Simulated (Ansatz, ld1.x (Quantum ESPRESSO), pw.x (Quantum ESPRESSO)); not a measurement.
## Tc (Z = 43): one change to the TM potential, in the atom and in the bcc crystal

technetium, norm-conserving Troullier–Martins (Kleinman–Bylander form), made with ld1.x (Quantum ESPRESSO) 7.5 (PBE, scalar-relativistic). Core [Kr], reference 4d5 5s2 5p0. Waves: 5p (bound, empty): rc 2.70 bohr; 4d (bound): rc 1.70 bohr; 5s (bound): rc 2.00 bohr. Local part: the s channel. Core correction: a·sin(br)/r model core, default radius (core density twice the valence density).

Change: all radii but the core radius scaled by about 1.22 (s 2.44, p 3.28, d 2.06 bohr).

Cutoffs, loose and tight: the cutoffs (Ry, on a coarse ladder) from which the occupation-weighted sum of valence levels, in a spherical-Bessel basis at the reference potential, stays within 10 and 1 mRy of its value at 400 Ry. They do not see the model core or the augmentation charge, which bear on the density cutoff. Test errors are all-electron minus pseudo excitation energies from the reference, over the configurations 4d5 5s1 5p0; 4d5 5s0 5p0; 4d4 5s0 5p0; 4d5 5s0 5p2; 4d5 5s0 5p1; 4d5 5s1 5p1; 4d6 5s0 5p0; variants that change the core or the reference have their own tests.

Crystal test: bcc Tc in pw.x 7.5, no spin, 15³ k-points, Fermi–Dirac smearing 0.01 Ry, cutoffs set for each file from its atomic test. The reference is all-electron LAPW (Ansatz 0.2.0) with the same functional, mesh and smearing; V0 and B0 come from Birch–Murnaghan fits to the pressures at five volumes. Errors are pseudo minus all-electron; Δ is the rms difference of the E(V) curves that follow from these fits, minima aligned, over ±6 % about the mean V0. Mesh and smearing are coarse, so the numbers serve the comparison and aren't converged zero-temperature values; the lattice is a test structure that the element need not adopt.

All-electron: a0 = 3.083 Å (V0 = 14.65 Å³/atom), B0 = 289.0 GPa.

Problem. Does the change bring the crystal closer to the all-electron result?

Solution. The mean pressure error goes from +14.11 to +19.89 GPa, so the change moves the solid further from the all-electron pressures.

```tsv
quantity	base	changed
outcome (atom)	generated	generated
cutoff, loose (atom)	45 Ry	40 Ry
cutoff, tight (atom)	60 Ry	50 Ry
bound ghosts (atom)	none	none
largest test error (meV) (atom)	-270	-243
cutoffs in pw.x (Ry)	75/300	60/240
a0 (Å)	3.129	–
a0 error (%)	+1.49	–
B0 error (%)	-2.4	–
Δ (meV/atom)	41.7	–
mean pressure error (GPa)	+14.11	+19.89
```

A dash: not determined, or the minimum lies outside the volumes sampled.

Base: The largest radius (2.70 bohr) exceeds half the bond length (2.52 bohr), so the spheres overlap, which is one possible source of error among others. This is a poor potential for the solid. Changed file: The largest radius (3.28 bohr) exceeds half the bond length (2.52 bohr), so the spheres overlap, which is one possible source of error among others. This is a poor potential for the solid. The atomic cutoffs weigh occupied waves only.
